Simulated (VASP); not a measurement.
A run of VASP 6.6.1 is set up as follows.

Contents of INCAR:

```
SYSTEM = Ni
ALGO = Normal
EDIFF = 1E-6
ENCUT = 520
GGA = PE
ISIF = 2
ISMEAR = 0
ISPIN = 2
LASPH = .TRUE.
LCHARG = .FALSE.
LMAXMIX = 4
LORBIT = 11
LREAL = .FALSE.
LWAVE = .FALSE.
MAGMOM = 1
NELM = 150
PREC = Accurate
SIGMA = 0.012
```

Contents of KPOINTS:

```
k-points
0
G
  13 13 13
  0 0 0
```

File POSCAR:

```
Ni
1.0
    0.0000000000      1.7375729330      1.7375729330
    1.7375729330      0.0000000000      1.7375729330
    1.7375729330      1.7375729330      0.0000000000
Ni
1
Direct
    0.0000000000      0.0000000000      0.0000000000
```

Potentials or basis: VASP PAW PBE potentials, release 64 (Ni).

Command:

```bash
$ cat potpaw_PBE.64/Ni/POTCAR > POTCAR
$ mpirun -np 1 vasp_std > vasp.out
```

(1) What does it give for the pressure?

(2) What does it give for the site moments?

(3) Estimate the band gap on the k mesh.

Answers

(1) 7.8 GPa.

(2) Ni +0.63 μB.

(3) none (metal or under the smearing width).
